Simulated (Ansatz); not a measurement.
System: skutterudite CoSb₃. Method: PBE (plane waves, PAW; Ansatz, a program for electronic structure).

Run with plane-wave cutoff 520 eV, 6×6×6 k mesh, Fermi–Dirac smearing 0.01 eV, no spin polarisation, scalar-relativistic PAW data made under PBE.

Response to compression and expansion:

Shape and atoms are relaxed at each volume.

| V (Å³/atom) | P (GPa) | direct gap at Γ (eV) |
|---|---|---|
| 22.736 | 3.80 | 0.276 |
| 23.210 | 1.79 | 0.214 |
| 23.683 | -0.01 | 0.155 |
| 24.157 | -1.61 | 0.101 |
| 24.631 | -3.03 | 0.049 |

Measured, for comparison: band gap 0.63 eV (temperature not stated, no zero-point or thermal correction; as tabulated in Kim et al. (2020), doi:10.1038/s41597-020-00723-8).

Spin–orbit coupling is not included; it can close a gap this small.
